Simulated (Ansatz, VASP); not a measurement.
**W in VASP and in Ansatz**

```xyz
1
Lattice="0.0203 2.0402 2.0402 2.0402 0.0203 2.0402 2.0402 2.0402 0.0203" Properties=species:S:1:pos:R:3 pbc="T T T"
W     0.0000    0.0000    0.0000
```

Change from the starting cell: equal xy, yz and zx shear strains of +1 %.

Alike in both runs: task single point; functional PBE; k mesh 14 × 14 × 14; occupations fermi-dirac, width 0.05 eV; no spin polarisation.

|  | VASP | Ansatz |
| --- | --- | --- |
| version | VASP 6.6.1 | Ansatz 0.2.0 |
| potentials or method | VASP PAW PBE potentials, release 64 (W_sv), cutoff 520 eV | all-electron LAPW, scalar-relativistic |

```tsv
	VASP	Ansatz	Ansatz less VASP
pressure (GPa)	-4.2	-4.5	-0.32
largest component of the traceless stress (GPa)	1.41	1.39	-0.017
```

Ansatz ran all-electron here, so the differences hold the error of VASP's frozen core and of both bases.

The runs have no spin-orbit coupling, so splittings on W are missing.
